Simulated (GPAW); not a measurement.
Consider zinc-blende (ZnSe)1-x(BeSe)x, x = 0.125.

```xyz
16
Lattice="0.0000 5.6019 5.6019 5.6019 0.0000 5.6019 5.6019 5.6019 0.0000" Properties=species:S:1:pos:R:3 pbc="T T T"
Be    5.5991   11.1959    5.6068
Se    1.3340    1.3267    1.3389
Zn    2.8066    2.7983    0.0212
Se    4.2689    4.2679    1.3476
Zn    8.4083    5.6005    2.8098
Se    4.2649    1.3336    4.2809
Zn    5.5983    2.8008    2.8185
Se    7.0089    4.2000    4.2157
Zn   11.2002    8.3932    8.3962
Se    1.3274    4.2625    4.2685
Zn    8.3910    5.5985    8.4058
Se    4.1948    7.0006    4.2033
Zn    2.7984    2.8077    5.6047
Se    4.2074    4.2085    7.0002
Zn    5.6056    5.6098    5.5970
Se    6.9973    7.0087    7.0061
```

Absorber: atom 2, with 1 Be at 2.31 Å, 2 Zn at 2.46 Å and 1 Zn at 2.47 Å (distorted tetrahedral). Method: GPAW, LDA, excited-electron core hole (neutral cell), 16-atom cell with 7.9 Å between holes, 4×4×4 k points, dipole transitions, Gaussian full width 2.33 eV up to 4 eV, rising linearly to 3.5 eV at 25 eV.

Predict the near-edge structure at the Se K edge.

Main maxima up to 28 eV above the zero (height): 4.6 eV (1.52), 15.2 eV (0.88), 22.8 eV (0.88) and 27.0 eV (0.94). A K edge sees empty p states on the absorber. 

The Se K spectrum (energy from the bottom of the conduction band, which holds the excited electron; intensity scaled to a mean of 1 over the first 20 eV):

```
E (eV)  intensity
  -2.0       0.00
  -1.0       0.02
   0.0       0.14
   1.0       0.54
   2.0       1.07
   3.0       1.35
   4.0       1.49
   5.0       1.51
   6.0       1.49
   7.0       1.48
   8.0       1.32
   9.0       1.09
  10.0       0.82
  11.0       0.65
  12.0       0.68
  13.0       0.78
  14.0       0.85
  15.0       0.88
  16.0       0.87
  17.0       0.87
  18.0       0.86
  19.0       0.82
  20.0       0.79
  21.0       0.81
  22.0       0.86
  23.0       0.88
  24.0       0.85
  25.0       0.86
  26.0       0.90
  27.0       0.94
  28.0       0.90
```

The script folds with a Gaussian, whereas the core hole's own line is a Lorentzian, so the onset is too steep and the first peak too high.

[Banner, clock and machine lines of the logs are left out without a mark of their own.]

[Logs are printed without paths, hosts, clocks, repeated set-up lines and the standing remarks that a program may print on its own settings, such as how far it seeks lower states.]

[Hosts, paths, dates, database ids (printed as entryN), source tags and the programs' standing remarks are cut or masked in the printed files.]

[Lists of maxima count a maximum above −3 eV only where it reaches 4 % of the highest in the window and stands out from its surroundings by 2 % of it (1.5 % where it reaches 55 %); shoulders and weaker maxima are passed over, and of the rest the first, up to two pre-edge ones and the few strongest are named.]
